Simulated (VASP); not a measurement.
Write the native input for VASP 6.6.1 that does the following.

```yaml
Task: relaxation of cell and atoms
Functional: PBE
Potentials_or_basis: VASP PAW PBE potentials, release 64 (B, As)
Cutoff: 520 eV
k_mesh: 2 × 2 × 2
Occupations: gaussian, width 0.02 eV
Spin: no spin polarisation
Further_INCAR_settings: ALGO = Normal; EDIFF = 1e-07; IBRION = 2; EDIFFG = -0.002; NSW = 80; ISIF = 3
```

The structure of BAs lies in POSCAR:

```
BAs                                     
1.0
    0.0000000000      2.4776376138      2.4776376138
    2.4776376138      0.0000000000      2.4776376138
    2.4776376138      2.4776376138      0.0000000000
  B               As            
     1     1
Direct
     0.0000000000000000    0.0000000000000000    0.0000000000000000
     0.2500000000000000    0.2500000000000000    0.2500000000000000
```

The input as run:

INCAR

```
PREC = Accurate ; ENCUT = 520
EDIFF = 1E-7 ; ISMEAR = 0
SIGMA = 0.02 ; LREAL = False
LASPH = True ; NELM = 80
ALGO = Normal ; ISIF = 3
LWAVE = False ; LCHARG = False
GGA = PE ; IBRION = 2
NSW = 80 ; EDIFFG = -0.002
```

KPOINTS

```
regular mesh
0
Gamma
  2 2 2
```

Potentials or basis: VASP PAW PBE potentials, release 64 (B, As).

Run with:

```sh
$ cat potpaw_PBE.64/B/POTCAR potpaw_PBE.64/As/POTCAR > POTCAR
$ mpirun -np 1 vasp_std > vasp.out
```

It gave:

```json
{
  "Pressure after relaxing": "0.0 GPa",
  "Band gap on the k mesh": "1.44 eV, indirect (least direct gap 3.04 eV)"
}
```

Caveat: the k mesh is coarse (spacing up to 1.10 Å⁻¹), so the values aren't converged; the relaxation stopped at its first step, so nothing moved.

Wall time 3.9 s on 1 thread of Intel(R) Xeon(R) Platinum 8259CL CPU @ 2.50GHz (Skylake/Cascade Lake), with other jobs on the host, peak memory 0.15 GiB.
